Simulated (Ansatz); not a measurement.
# HfH2 under pressure: fit and missing row

HfH2, I4/mmm, a = 3.464 Å, c = 4.238 Å. The structure is a COD entry; whether it is the stable form wasn't checked. Ansatz: PBEsol, PAW, 420 eV, Γ-centred 16×16×16 mesh on 3 atoms, Gaussian smearing 0.10 eV; no spin polarisation. Cell and atoms are relaxed at each pressure, and no other structure is tried, so the rows at high pressure may lie past a change of phase.

| V (Å³/atom) | P (GPa) |
| --- | --- |
| ? | 90.00 |
| 6.802 | 49.99 |
| 7.445 | 25.00 |
| 7.907 | 12.00 |
| 8.265 | 4.00 |
| 8.420 | 1.00 |
| 8.476 | -0.02 |
| 8.532 | -1.01 |

Q: Take V0 = 8.476 Å³/atom, count pressures from its P0 = -0.02 GPa, fit the third-order Birch–Murnaghan form to the other rows, and predict the missing volume.

A: With the Eulerian strain f = ½[(V0/V)^(2/3) − 1] and y = (P − P0)/[3f(1 + 2f)^(5/2)], the form is the line y = B0 + 1.5 B0 (B0′ − 4) f. Rows (f, y): 0.07899, 146.3; 0.04516, 148.8; 0.02371, 150.5; 0.00847, 151.7; 0.00221, 152.2; -0.00219, 152.3. Means f = 0.02606, y = 150.30; Σ(Δf)² = 0.004848, ΣΔfΔy = -0.3673; the slope is their ratio. y = 152.3 − 75.76 f GPa, so B0 = 152.3 GPa and B0′ = 4 + 2 × (-75.76)/(3 × 152.3) = 3.67. P = 90.00 GPa is met at f = 0.12166 (y = 143.08), so V = V0 (1 + 2f)^(−3/2) = 6.114 Å³/atom. The run gave 6.105 Å³/atom, so the fit is 0.009 Å³/atom too high, 0.37 % of the span of the series, against an rms of 0.0003 Å³/atom on the fitted rows. The row lies outside the fitted range. A fourth-order term fitted to the same rows gives P = 90.57 GPa at this row's volume (the line 90.63, the run 90.00), no gain.

The mesh isn't the same in all rows (16×16×16, 18×18×18). Spin–orbit coupling is left out, which can shift energies with elements as heavy as these.